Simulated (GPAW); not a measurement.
Runs of GPAW 26.7.0 on Mg. It takes space group P6_3/mmc (No. 194, hexagonal). Conventional cell: a = 3.209 Å, b = 3.209 Å, c = 5.210 Å, α = 90.00°, β = 90.00°, γ = 120.00°. Mg (site symmetry -6m2) is surrounded by 12 Mg at 3.20 to 3.21 Å. 

```csv
task,level,potentials or basis,k mesh,band path,band points,eigensolver,gap on the mesh (eV),pressure (GPa)
band structure,PBEsol,"PAW data sets generated in the run's folder for this functional, pw",7 × 7 × 4,"GMKGALHA,LM,KH",60,-,-,-0.9
single point,PBE,"GPAW PAW data sets (gpaw-data 1.2.1), pw",10 × 10 × 5,-,-,-,none,-0.4
single point,vdW-DF2,"GPAW PAW data sets (gpaw-data 1.2.1), pw",10 × 10 × 5,-,-,-,none,-
single point,vdW-DF-cx,"GPAW PAW data sets (gpaw-data 1.2.1), pw",10 × 10 × 5,-,-,-,none,-
single point,BLYP,"PAW data sets generated in the run's folder for this functional, pw",10 × 10 × 5,-,-,davidson,none,(a)
```

Alike in all rows: no spin polarisation; cell as given; cutoff (eV) 800; smearing fermi-dirac 0.05 eV.

**Question.** Fill in the values left out.

**Answer.** (a) 0.4.

Caveats: the PAW data sets were made with another functional, which shifts forces and pressure a little (some runs).

A gap of «none» marks a metal or a gap under the smearing width.
